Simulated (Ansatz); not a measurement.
# Copper, diamond under PBEsol: structure, energy and stiffness, part 2 of 2

What does PBEsol give for copper in the diamond structure? We relax it, solve it on a dense k-mesh, then scale the cell to 7 volumes from 88 to 112 % of the relaxed one and try a fit of the equation of state. Spin polarisation is left out. The k-meshes are 11×11×11 for the relaxation; 17×17×17 for the dense run; 17×17×17 for the volumes.

Ansatz 0.2.0; DFT, PBEsol, plane waves (420 eV) with PAW, scalar-relativistic.

## (3) Single point on a dense mesh

This is Cu in the diamond structure; at room conditions it is fcc.

Input file input.yaml:

```yaml
crystal:
  lattice:
    - [0.0, 2.6155689717, 2.6155689717]
    - [2.6155689717, 0.0, 2.6155689717]
    - [2.6155689717, 2.6155689717, 0.0]
  atoms:
    - { symbol: Cu, position: [0.125, 0.125, 0.125] }
    - { symbol: Cu, position: [0.875, 0.875, 0.875] }
hamiltonian:
  xc: pbesol
  pseudopotentials:
    kind: paw
    azcp:
      Cu: "pseudopotentials/Cu.paw.azcp"
basis:
  ecutwfc: 420
  fft_grid_basis: typed
kpoints:
  mp_grid: { grid: [17, 17, 17], shift: [0, 0, 0] }
magnetization:
  spin_polarized: false
scf:
  occupations: { method: fermi_dirac, width: 0.1 }
```

Output (excerpt; [...] marks lines left out):

```text
Warning: <dir> the record states the generating functional pbe (its physics header spells it `PBE`), which answers neither for hamiltonian.xc's functional nor for the pbesol family's — results may be inconsistent (PPs are generated against a specific XC)
Warning: RAYON_NUM_THREADS=2 ignored (pool sized by the plan → 2); use --threads N
[...]
Pseudopotentials: kind: paw
Pseudopotential: Cu, paw, valence charge 19, recommended cutoff 420 eV (normal), <dir>
Functional definition: PBEsol
[...]
Crystal: 2 atoms, lattice volume = 35.787 Å³
Basis set: ecut = 420 eV, 725 PW (Γ)
Bands: 23, of which v1, the nominal top of the filled ones, is band 19 counted from 1 (18 counted from 0)
Symmetry: 48 space group operations
Space group: Fd-3m (ITA 227), of the structure as read, at distance tolerance 3.3e-5 Å
k-points: 165 of 4913
[...]
SCF iter   1: F=—  HF=-13175.164832 eV  |F-HF|=—  |Δ(HF+E_count)|=         —  Δρ=1.45e-2  dr2=3.85e-2  ethr=1.77e-3  ⟨swp⟩=5.5  Hψ=14294  notcnv=0
[...]
SCF iter   7: F=-13175.156617 eV  HF=-13175.156617 eV  |F-HF|=7.05e-9  |Δ(HF+E_count)|=   1.90e-7  Δρ=8.16e-6  dr2=1.84e-8  ethr=2.63e-10  ⟨swp⟩=2.0  Hψ=7615  notcnv=0
[...]
SCF converged after 7 iterations
Free energy (F): -13175.156617 eV
[...]
E sigma→0 (E₀):  -13175.143343 eV
Entropy (-TS):   -0.026548 eV (-13.274 meV/atom)
Fermi energy:    9.185011 eV
[...]
```

Wall time 2 s (2 threads of an x86-64 CPU, shared host); peak memory 0.42 GiB.

## (4) At 88 % of the relaxed volume

Changes to input.yaml since step 3:

```diff
@@ -2,5 +2,5 @@
   lattice:
-    - [0.0, 2.6155689717, 2.6155689717]
-    - [2.6155689717, 0.0, 2.6155689717]
-    - [2.6155689717, 2.6155689717, 0.0]
+    - [0.0, 2.5064578217, 2.5064578217]
+    - [2.5064578217, 0.0, 2.5064578217]
+    - [2.5064578217, 2.5064578217, 0.0]
   atoms:
@@ -23 +23,3 @@
   occupations: { method: fermi_dirac, width: 0.1 }
+output:
+  stress: true
```

Output (excerpt; [...] marks lines left out):

```text
Warning: <dir> the record states the generating functional pbe (its physics header spells it `PBE`), which answers neither for hamiltonian.xc's functional nor for the pbesol family's — results may be inconsistent (PPs are generated against a specific XC)
Warning: RAYON_NUM_THREADS=2 ignored (pool sized by the plan → 2); use --threads N
[...]
Pseudopotentials: kind: paw
Pseudopotential: Cu, paw, valence charge 19, recommended cutoff 420 eV (normal), <dir>
Functional definition: PBEsol
[...]
Crystal: 2 atoms, lattice volume = 31.493 Å³
Basis set: ecut = 420 eV, 609 PW (Γ)
Bands: 23, of which v1, the nominal top of the filled ones, is band 19 counted from 1 (18 counted from 0)
Symmetry: 48 space group operations
Space group: Fd-3m (ITA 227), of the structure as read, at distance tolerance 3.2e-5 Å
k-points: 165 of 4913
[...]
SCF iter   1: F=—  HF=-13175.024916 eV  |F-HF|=—  |Δ(HF+E_count)|=         —  Δρ=1.68e-2  dr2=4.64e-2  ethr=1.77e-3  ⟨swp⟩=5.5  Hψ=14366  notcnv=0
[...]
SCF iter   7: F=-13175.015158 eV  HF=-13175.015158 eV  |F-HF|=9.67e-9  |Δ(HF+E_count)|=   2.54e-7  Δρ=1.05e-5  dr2=5.52e-8  ethr=2.63e-10  ⟨swp⟩=2.9  Hψ=14429  notcnv=0
[...]
SCF converged after 7 iterations
Free energy (F): -13175.015158 eV
[...]
E sigma→0 (E₀):  -13175.002287 eV
Entropy (-TS):   -0.025743 eV (-12.872 meV/atom)
Fermi energy:    11.181329 eV
[...]
--- Stress (GPa, compression-positive) ---
       11.939437       0.000000      -0.000000
        0.000000      11.939437      -0.000000
        0.000000       0.000000      11.939437
  P = ⅓ Tr σ = 11.9394 GPa (119.394 kbar)
```

Run time: 1.8 s. Hardware: 2 threads of an x86-64 CPU, shared host; peak memory 0.4 GiB.

## (5) At 92 % of the relaxed volume

Changes to input.yaml since step 4:

```diff
@@ -2,5 +2,5 @@
   lattice:
-    - [0.0, 2.5064578217, 2.5064578217]
-    - [2.5064578217, 0.0, 2.5064578217]
-    - [2.5064578217, 2.5064578217, 0.0]
+    - [0.0, 2.5438731561, 2.5438731561]
+    - [2.5438731561, 0.0, 2.5438731561]
+    - [2.5438731561, 2.5438731561, 0.0]
   atoms:
```

Output (excerpt; [...] marks lines left out):

```text
Warning: <dir> the record states the generating functional pbe (its physics header spells it `PBE`), which answers neither for hamiltonian.xc's functional nor for the pbesol family's — results may be inconsistent (PPs are generated against a specific XC)
Warning: RAYON_NUM_THREADS=2 ignored (pool sized by the plan → 2); use --threads N
[...]
Pseudopotentials: kind: paw
Pseudopotential: Cu, paw, valence charge 19, recommended cutoff 420 eV (normal), <dir>
Functional definition: PBEsol
[...]
Crystal: 2 atoms, lattice volume = 32.924 Å³
Basis set: ecut = 420 eV, 645 PW (Γ)
Bands: 23, of which v1, the nominal top of the filled ones, is band 19 counted from 1 (18 counted from 0)
Symmetry: 48 space group operations
Space group: Fd-3m (ITA 227), of the structure as read, at distance tolerance 3.2e-5 Å
k-points: 165 of 4913
[...]
SCF iter   1: F=—  HF=-13175.108052 eV  |F-HF|=—  |Δ(HF+E_count)|=         —  Δρ=1.60e-2  dr2=4.39e-2  ethr=1.77e-3  ⟨swp⟩=5.4  Hψ=14296  notcnv=0
[...]
SCF iter   7: F=-13175.098844 eV  HF=-13175.098844 eV  |F-HF|=5.46e-9  |Δ(HF+E_count)|=   2.10e-8  Δρ=5.10e-6  dr2=9.10e-9  ethr=2.63e-10  ⟨swp⟩=4.0  Hψ=12652  notcnv=0
[...]
SCF converged after 7 iterations
Free energy (F): -13175.098844 eV
[...]
E sigma→0 (E₀):  -13175.085827 eV
Entropy (-TS):   -0.026033 eV (-13.016 meV/atom)
Fermi energy:    10.455142 eV
[...]
--- Stress (GPa, compression-positive) ---
        6.993160       0.000000       0.000000
       -0.000000       6.993160       0.000000
        0.000000       0.000000       6.993160
  P = ⅓ Tr σ = 6.9932 GPa (69.932 kbar)
```

Wall time 1.6 s (2 threads of an x86-64 CPU, shared host); peak memory 0.43 GiB.

## (6) At 96 % of the relaxed volume

Changes to input.yaml since step 5:

```diff
@@ -2,5 +2,5 @@
   lattice:
-    - [0.0, 2.5438731561, 2.5438731561]
-    - [2.5438731561, 0.0, 2.5438731561]
-    - [2.5438731561, 2.5438731561, 0.0]
+    - [0.0, 2.5802191117, 2.5802191117]
+    - [2.5802191117, 0.0, 2.5802191117]
+    - [2.5802191117, 2.5802191117, 0.0]
   atoms:
@@ -25 +25,5 @@
   stress: true
+  write_density: true
+  write_potential: true
+  elf: true
+  volumetric_format: npy
```

Output (excerpt; [...] marks lines left out):

```text
Warning: <dir> the record states the generating functional pbe (its physics header spells it `PBE`), which answers neither for hamiltonian.xc's functional nor for the pbesol family's — results may be inconsistent (PPs are generated against a specific XC)
Warning: RAYON_NUM_THREADS=2 ignored (pool sized by the plan → 2); use --threads N
[...]
Pseudopotentials: kind: paw
Pseudopotential: Cu, paw, valence charge 19, recommended cutoff 420 eV (normal), <dir>
Functional definition: PBEsol
[...]
Crystal: 2 atoms, lattice volume = 34.356 Å³
Basis set: ecut = 420 eV, 645 PW (Γ)
Bands: 23, of which v1, the nominal top of the filled ones, is band 19 counted from 1 (18 counted from 0)
Symmetry: 48 space group operations
Space group: Fd-3m (ITA 227), of the structure as read, at distance tolerance 3.3e-5 Å
k-points: 165 of 4913
[...]
SCF iter   1: F=—  HF=-13175.151917 eV  |F-HF|=—  |Δ(HF+E_count)|=         —  Δρ=1.52e-2  dr2=4.10e-2  ethr=1.77e-3  ⟨swp⟩=5.5  Hψ=14286  notcnv=0
[...]
SCF iter   7: F=-13175.143227 eV  HF=-13175.143227 eV  |F-HF|=1.30e-9  |Δ(HF+E_count)|=   2.39e-8  Δρ=4.72e-6  dr2=4.23e-9  ethr=2.63e-10  ⟨swp⟩=7.5  Hψ=22097  notcnv=0
[...]
SCF converged after 7 iterations
Free energy (F): -13175.143227 eV
[...]
E sigma→0 (E₀):  -13175.130083 eV
Entropy (-TS):   -0.026289 eV (-13.145 meV/atom)
Fermi energy:    9.792231 eV
[...]
--- Stress (GPa, compression-positive) ---
        3.096906      -0.000000       0.000000
       -0.000000       3.096906       0.000000
       -0.000000       0.000000       3.096906
  P = ⅓ Tr σ = 3.0969 GPa (30.969 kbar)
--- Band table (eV; the first three rows and the last of 165) ---
  k-point 0: bands = ["-102.1543", "-102.0959", "-59.7303", "-59.7303", "-59.7303", "-59.5967", "-59.5967", "-59.5967", "2.8758", "6.4775", "6.4775", "6.4775", "6.4931", "6.4931", "7.7506", "7.7506", "7.7506", "8.5384", "8.5384", "20.2725", "20.2725", "20.2725", "21.0825"]
[...]
```

Run time: 2.2 s. Hardware: 2 threads of an x86-64 CPU, shared host; peak memory 0.44 GiB.

Axes a, b and c in the maps are those of this run's conventional cell (a, b, c = 5.160, 5.160, 5.160 Å).

Density in a lattice plane of the grid's cell (edges 5.16 and 5.16 Å, at 0.125 of the third edge), which holds Cu.

Ten even steps from ' ' (0.04 e/Å³) to '@' (49.72 e/Å³):
```
                                                
                                                
                                                
                                                
                                                
                            ::--::..            
                          ::**@@##::            
                          ::**@@**::            
                            ::--::..            
                                                
                                                
                                                
                                                
                                                
                                                
    ::--::..                                    
  ::**@@##::                                    
  ::**@@**::                                    
    ::--::..                                    
                                                
```
Columns run along the first of these edges and rows up along the second, over one cell in 24 and 20 even steps from the bottom left corner. Atoms in the plane (fractional): Cu at (0.12, 0.12), Cu at (0.62, 0.62).

ELF in the same plane.

Ten even steps from '0' (0.08) to '9' (0.86):
```
111111111111111111111111
111111111111111111111111
111111111111111111111111
111111111111111111111111
000000011111111211111111
000000011111124542111111
000000011111148984211111
000000011111148984211111
000000011111124542111111
000000011111111111111111
111111111111111111111111
111111111111111111111111
111111111111111111111111
111111111111111111111111
111211111111000000011111
124542111111000000011111
148984211111000000011111
148984211111000000011111
124542111111000000011111
111111111111000000011111
```
Columns run along the first of these edges and rows up along the second, over one cell in 24 and 20 even steps from the bottom left corner. Atoms in the plane (fractional): Cu at (0.12, 0.12), Cu at (0.62, 0.62).

Both are smooth fields of the valence electrons: close to the nuclei they are not physical.

## (7) At 100 % of the relaxed volume

Changes to input.yaml since step 6:

```diff
@@ -2,5 +2,5 @@
   lattice:
-    - [0.0, 2.5802191117, 2.5802191117]
-    - [2.5802191117, 0.0, 2.5802191117]
-    - [2.5802191117, 2.5802191117, 0.0]
+    - [0.0, 2.6155689717, 2.6155689717]
+    - [2.6155689717, 0.0, 2.6155689717]
+    - [2.6155689717, 2.6155689717, 0.0]
   atoms:
@@ -25,5 +25 @@
   stress: true
-  write_density: true
-  write_potential: true
-  elf: true
-  volumetric_format: npy
```

Output (excerpt; [...] marks lines left out):

```text
Warning: <dir> the record states the generating functional pbe (its physics header spells it `PBE`), which answers neither for hamiltonian.xc's functional nor for the pbesol family's — results may be inconsistent (PPs are generated against a specific XC)
Warning: RAYON_NUM_THREADS=2 ignored (pool sized by the plan → 2); use --threads N
[...]
Pseudopotentials: kind: paw
Pseudopotential: Cu, paw, valence charge 19, recommended cutoff 420 eV (normal), <dir>
Functional definition: PBEsol
[...]
Crystal: 2 atoms, lattice volume = 35.787 Å³
Basis set: ecut = 420 eV, 725 PW (Γ)
Bands: 23, of which v1, the nominal top of the filled ones, is band 19 counted from 1 (18 counted from 0)
Symmetry: 48 space group operations
Space group: Fd-3m (ITA 227), of the structure as read, at distance tolerance 3.3e-5 Å
k-points: 165 of 4913
[...]
SCF iter   1: F=—  HF=-13175.164832 eV  |F-HF|=—  |Δ(HF+E_count)|=         —  Δρ=1.45e-2  dr2=3.85e-2  ethr=1.77e-3  ⟨swp⟩=5.5  Hψ=14294  notcnv=0
[...]
SCF iter   7: F=-13175.156617 eV  HF=-13175.156617 eV  |F-HF|=6.98e-9  |Δ(HF+E_count)|=   1.90e-7  Δρ=8.20e-6  dr2=1.85e-8  ethr=2.63e-10  ⟨swp⟩=4.0  Hψ=12148  notcnv=0
[...]
SCF converged after 7 iterations
Free energy (F): -13175.156617 eV
[...]
E sigma→0 (E₀):  -13175.143343 eV
Entropy (-TS):   -0.026548 eV (-13.274 meV/atom)
Fermi energy:    9.185011 eV
[...]
--- Stress (GPa, compression-positive) ---
        0.026308      -0.000000       0.000000
       -0.000000       0.026308       0.000000
       -0.000000      -0.000000       0.026308
  P = ⅓ Tr σ = 0.0263 GPa (0.263 kbar)
```

It took 1.8 s on 2 threads of an x86-64 CPU, shared host; peak memory 0.43 GiB.

## (8) At 104 % of the relaxed volume

Changes to input.yaml since step 7:

```diff
@@ -2,5 +2,5 @@
   lattice:
-    - [0.0, 2.6155689717, 2.6155689717]
-    - [2.6155689717, 0.0, 2.6155689717]
-    - [2.6155689717, 2.6155689717, 0.0]
+    - [0.0, 2.6499883, 2.6499883]
+    - [2.6499883, 0.0, 2.6499883]
+    - [2.6499883, 2.6499883, 0.0]
   atoms:
```

Output (excerpt; [...] marks lines left out):

```text
Warning: <dir> the record states the generating functional pbe (its physics header spells it `PBE`), which answers neither for hamiltonian.xc's functional nor for the pbesol family's — results may be inconsistent (PPs are generated against a specific XC)
Warning: RAYON_NUM_THREADS=2 ignored (pool sized by the plan → 2); use --threads N
[...]
Pseudopotentials: kind: paw
Pseudopotential: Cu, paw, valence charge 19, recommended cutoff 420 eV (normal), <dir>
Functional definition: PBEsol
[...]
Crystal: 2 atoms, lattice volume = 37.219 Å³
Basis set: ecut = 420 eV, 725 PW (Γ)
Bands: 23, of which v1, the nominal top of the filled ones, is band 19 counted from 1 (18 counted from 0)
Symmetry: 48 space group operations
Space group: Fd-3m (ITA 227), of the structure as read, at distance tolerance 3.3e-5 Å
k-points: 165 of 4913
[...]
SCF iter   1: F=—  HF=-13175.153496 eV  |F-HF|=—  |Δ(HF+E_count)|=         —  Δρ=1.39e-2  dr2=3.68e-2  ethr=1.77e-3  ⟨swp⟩=5.4  Hψ=14303  notcnv=0
[...]
SCF iter   7: F=-13175.145620 eV  HF=-13175.145620 eV  |F-HF|=7.51e-9  |Δ(HF+E_count)|=   1.26e-7  Δρ=4.43e-6  dr2=4.53e-9  ethr=2.44e-10  ⟨swp⟩=4.0  Hψ=12261  notcnv=0
[...]
SCF converged after 7 iterations
Free energy (F): -13175.145620 eV
[...]
E sigma→0 (E₀):  -13175.132212 eV
Entropy (-TS):   -0.026817 eV (-13.408 meV/atom)
Fermi energy:    8.626996 eV
[...]
--- Stress (GPa, compression-positive) ---
       -2.393429      -0.000000       0.000000
       -0.000000      -2.393429      -0.000000
       -0.000000       0.000000      -2.393429
  P = ⅓ Tr σ = -2.3934 GPa (-23.934 kbar)
```

Wall time 2.1 s (2 threads of an x86-64 CPU, shared host); peak memory 0.44 GiB.

## (9) At 108 % of the relaxed volume

Changes to input.yaml since step 8:

```diff
@@ -2,5 +2,5 @@
   lattice:
-    - [0.0, 2.6499883, 2.6499883]
-    - [2.6499883, 0.0, 2.6499883]
-    - [2.6499883, 2.6499883, 0.0]
+    - [0.0, 2.6835360171, 2.6835360171]
+    - [2.6835360171, 0.0, 2.6835360171]
+    - [2.6835360171, 2.6835360171, 0.0]
   atoms:
```

Output (excerpt; [...] marks lines left out):

```text
Warning: <dir> the record states the generating functional pbe (its physics header spells it `PBE`), which answers neither for hamiltonian.xc's functional nor for the pbesol family's — results may be inconsistent (PPs are generated against a specific XC)
Warning: RAYON_NUM_THREADS=2 ignored (pool sized by the plan → 2); use --threads N
[...]
Pseudopotentials: kind: paw
Pseudopotential: Cu, paw, valence charge 19, recommended cutoff 420 eV (normal), <dir>
Functional definition: PBEsol
[...]
Crystal: 2 atoms, lattice volume = 38.650 Å³
Basis set: ecut = 420 eV, 749 PW (Γ)
Bands: 23, of which v1, the nominal top of the filled ones, is band 19 counted from 1 (18 counted from 0)
Symmetry: 48 space group operations
Space group: Fd-3m (ITA 227), of the structure as read, at distance tolerance 3.4e-5 Å
k-points: 165 of 4913
[...]
SCF iter   1: F=—  HF=-13175.123040 eV  |F-HF|=—  |Δ(HF+E_count)|=         —  Δρ=1.34e-2  dr2=3.56e-2  ethr=1.77e-3  ⟨swp⟩=5.4  Hψ=14329  notcnv=0
[...]
SCF iter   7: F=-13175.115402 eV  HF=-13175.115402 eV  |F-HF|=7.49e-10  |Δ(HF+E_count)|=   6.52e-8  Δρ=4.07e-6  dr2=6.37e-9  ethr=2.63e-10  ⟨swp⟩=4.0  Hψ=13040  notcnv=0
[...]
SCF converged after 7 iterations
Free energy (F): -13175.115402 eV
[...]
E sigma→0 (E₀):  -13175.101858 eV
Entropy (-TS):   -0.027088 eV (-13.544 meV/atom)
Fermi energy:    8.112845 eV
[...]
--- Stress (GPa, compression-positive) ---
       -4.293656      -0.000000      -0.000000
        0.000000      -4.293656      -0.000000
       -0.000000      -0.000000      -4.293656
  P = ⅓ Tr σ = -4.2937 GPa (-42.937 kbar)
```

It took 2.2 s on 2 threads of an x86-64 CPU, shared host; peak memory 0.44 GiB.

## (10) At 112 % of the relaxed volume

Changes to input.yaml since step 9:

```diff
@@ -2,5 +2,5 @@
   lattice:
-    - [0.0, 2.6835360171, 2.6835360171]
-    - [2.6835360171, 0.0, 2.6835360171]
-    - [2.6835360171, 2.6835360171, 0.0]
+    - [0.0, 2.7162652917, 2.7162652917]
+    - [2.7162652917, 0.0, 2.7162652917]
+    - [2.7162652917, 2.7162652917, 0.0]
   atoms:
```

Output (excerpt; [...] marks lines left out):

```text
Warning: <dir> the record states the generating functional pbe (its physics header spells it `PBE`), which answers neither for hamiltonian.xc's functional nor for the pbesol family's — results may be inconsistent (PPs are generated against a specific XC)
Warning: RAYON_NUM_THREADS=2 ignored (pool sized by the plan → 2); use --threads N
[...]
Pseudopotentials: kind: paw
Pseudopotential: Cu, paw, valence charge 19, recommended cutoff 420 eV (normal), <dir>
Functional definition: PBEsol
[...]
Crystal: 2 atoms, lattice volume = 40.082 Å³
Basis set: ecut = 420 eV, 749 PW (Γ)
Bands: 23, of which v1, the nominal top of the filled ones, is band 19 counted from 1 (18 counted from 0)
Symmetry: 48 space group operations
Space group: Fd-3m (ITA 227), of the structure as read, at distance tolerance 3.4e-5 Å
k-points: 165 of 4913
[...]
SCF iter   1: F=—  HF=-13175.077521 eV  |F-HF|=—  |Δ(HF+E_count)|=         —  Δρ=1.29e-2  dr2=3.47e-2  ethr=1.77e-3  ⟨swp⟩=5.3  Hψ=14319  notcnv=0
[...]
SCF iter   6: F=-13175.070113 eV  HF=-13175.070113 eV  |F-HF|=2.34e-8  |Δ(HF+E_count)|=   1.51e-7  Δρ=2.30e-5  dr2=9.81e-8  ethr=2.63e-10  ⟨swp⟩=3.0  Hψ=16468  notcnv=0
[...]
SCF converged after 6 iterations
Free energy (F): -13175.070113 eV
[...]
E sigma→0 (E₀):  -13175.056438 eV
Entropy (-TS):   -0.027349 eV (-13.675 meV/atom)
Fermi energy:    7.637926 eV
[...]
--- Stress (GPa, compression-positive) ---
       -5.780669      -0.000000       0.000000
       -0.000000      -5.780669       0.000000
        0.000000       0.000000      -5.780669
  P = ⅓ Tr σ = -5.7807 GPa (-57.807 kbar)
```

Wall time 2.1 s (2 threads of an x86-64 CPU, shared host); peak memory 0.44 GiB.

## (11) The equation of state

The cell was scaled evenly, with its shape and the fractional positions fixed.

| V (Å³/atom) | E − E₀ (meV/atom) | P from the stress (GPa) | P from the fit (GPa) |
| --- | --- | --- | --- |
| 15.746 | 70.5 | 11.94 | 11.93 |
| 16.462 | 28.8 | 6.99 | 6.97 |
| 17.178 | 6.6 | 3.10 | 3.08 |
| 17.894 | 0.0 | 0.03 | 0.01 |
| 18.609 | 5.6 | -2.39 | -2.40 |
| 19.325 | 20.7 | -4.29 | -4.31 |
| 20.041 | 43.4 | -5.78 | -5.81 |

A third-order Birch-Murnaghan fit gives V₀ = 17.897 Å³/atom, B₀ = 68 GPa and B₀′ = 5.0; it misses no point by more than 0.01 meV/atom.

## (12) What came out

What follows sums up all 2 parts.

| quantity | value |
| --- | --- |
| space group (spins left aside) | Fd-3m (No. 227) |
| conventional cell | a = 5.231 Å |
| volume | 17.894 Å³/atom |
| shortest distance | 2.265 Å |
| gap on the mesh | none (levels filled in part) |
| relative to fcc | +1201 meV/atom |
| V₀, B₀, B₀′ | 17.897 Å³/atom, 68 GPa, 5.0 |

In words: The relaxation enlarged the cell by 12.2 % in volume. Against the reference form of copper (fcc, computed apart with the same settings) it stands 1201 meV/atom higher, so it is far from stable. Levels at the Fermi energy are filled in part, as in a metal. The fitted modulus is 68 GPa. Relaxation kept the symmetry; phonons were not checked.
